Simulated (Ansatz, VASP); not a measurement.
As in VASP and in Ansatz

```xyz
2
Lattice="3.6643 0.0000 0.0000 -1.8321 3.1734 0.0000 0.0000 0.0000 26.4156" Properties=species:S:1:pos:R:3 pbc="T T T"
As    0.0000    2.1156    8.4802
As    1.8321    1.0578    9.8276
```

Change from the starting cell: hydrostatic strain +2.5%.

Alike in both runs: task single point; functional PBE; k mesh 12 × 12 × 1; occupations fermi-dirac, width 0.02 eV; no spin polarisation.

```csv
,VASP,Ansatz
version,VASP 6.6.1,Ansatz 0.2.0
potentials or method,"VASP PAW PBE potentials, release 64 (As)","plane waves, PAW"
plane-wave cutoff (eV),520,420
valence electrons in the cell,10,30
```

Ansatz gave:

```
gap on the k mesh at the Fermi level (eV) : 1.77
rms of the force components (eV/Å)        : 0.199
```

Question: Estimate VASP's values.

Answer: gap on the k mesh at the Fermi level (eV): 1.72; rms of the force components (eV/Å): 0.249.

Atom by atom the forces differ by 0.050 eV/Å (rms over components). The two sets of potentials don't hold the same shells in valence.
